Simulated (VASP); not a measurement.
## SnO (Romarchite): band structure with r2SCAN

The system is SnO (Romarchite).

```xyz
4
Lattice="3.8354 0.0000 0.0000 0.0000 3.8354 0.0000 0.0000 0.0000 4.7280" Properties=species:S:1:pos:R:3 pbc="T T T"
Sn    1.9177    0.0000    1.1629
Sn    0.0000    1.9177    3.5651
O     0.0000    0.0000    0.0000
O     1.9177    1.9177    0.0000
```

```json
{
 "Program": "VASP 6.6.1",
 "Task": "band structure",
 "Functional": "r2SCAN",
 "Potentials or basis": "VASP PAW PBE potentials, release 64 (Sn_d, O)",
 "Cutoff": "520 eV",
 "k mesh": "8 × 8 × 6",
 "Occupations": "gaussian, width 0.03 eV",
 "Spin": "no spin polarisation",
 "Further INCAR settings": "ALGO = Normal; EDIFF = 1e-07"
}
```

| Item | Value |
| --- | --- |
| Pressure | -1.6 GPa |
| Largest force | 0.489 eV/Å |
| Band gap on the k mesh | 0.03 eV, indirect (least direct gap 2.13 eV) |
| Band gap along the path | 0.03 eV, indirect (least direct gap 2.13 eV) |

Forces on the atoms (eV/Å):
```
Sn   0.000  0.000 -0.489
Sn   0.000  0.000  0.489
O    0.000  0.000  0.000
O    0.000  0.000  0.000
```

Stress tensor (GPa, compression positive):
```
-1.88  0.00  0.00
 0.00 -1.88  0.00
 0.00  0.00 -0.98
```

Levels at the corners of the path, in eV from the valence-band top:
| point | band 17 | band 18 | band 19 | band 20 | band 21 | band 22 | band 23 | band 24 |
| --- | --- | --- | --- | --- | --- | --- | --- | --- |
| Γ | -3.71 | -3.40 | -3.40 | 0.00 | 2.52 | 4.62 | 4.62 | 5.05 |
| X | -5.06 | -5.06 | -2.96 | -2.96 | 3.62 | 3.62 | 6.03 | 6.03 |
| X | -5.06 | -5.06 | -2.96 | -2.96 | 3.62 | 3.62 | 6.03 | 6.03 |
| M | -2.74 | -2.74 | -2.10 | -2.10 | 0.03 | 0.03 | 4.85 | 4.85 |
| M | -2.74 | -2.74 | -2.10 | -2.10 | 0.03 | 0.03 | 4.85 | 4.85 |
| Γ | -3.71 | -3.40 | -3.40 | 0.00 | 2.52 | 4.62 | 4.62 | 5.05 |
| Γ | -3.71 | -3.40 | -3.40 | 0.00 | 2.52 | 4.62 | 4.62 | 5.05 |
| Z | -3.41 | -3.41 | -2.89 | -2.38 | 2.03 | 2.89 | 2.89 | 3.65 |
| Z | -3.41 | -3.41 | -2.89 | -2.38 | 2.03 | 2.89 | 2.89 | 3.65 |
| R | -5.01 | -5.01 | -1.93 | -1.93 | 2.96 | 2.96 | 5.46 | 5.46 |
| R | -5.01 | -5.01 | -1.93 | -1.93 | 2.96 | 2.96 | 5.46 | 5.46 |
| A | -3.01 | -3.01 | -2.74 | -2.74 | 2.42 | 2.42 | 4.65 | 4.65 |
| A | -3.01 | -3.01 | -2.74 | -2.74 | 2.42 | 2.42 | 4.65 | 4.65 |
| Z | -3.41 | -3.41 | -2.89 | -2.38 | 2.03 | 2.89 | 2.89 | 3.65 |
| X | -5.06 | -5.06 | -2.96 | -2.96 | 3.62 | 3.62 | 6.03 | 6.03 |
| R | -5.01 | -5.01 | -1.93 | -1.93 | 2.96 | 2.96 | 5.46 | 5.46 |
| M | -2.74 | -2.74 | -2.10 | -2.10 | 0.03 | 0.03 | 4.85 | 4.85 |
| A | -3.01 | -3.01 | -2.74 | -2.74 | 2.42 | 2.42 | 4.65 | 4.65 |

Run time: 5.7 min on 2 MPI ranks on AMD EPYC 9R45 (Zen 5) (shared host), peak memory 0.25 GiB a rank.

Caveat: the PAW data sets were made with another functional, which shifts forces and pressure a little; spin-orbit coupling is left out, which moves the levels of the heavy elements. r2SCAN opens gaps a little over a GGA but as a rule still falls short of measured ones.
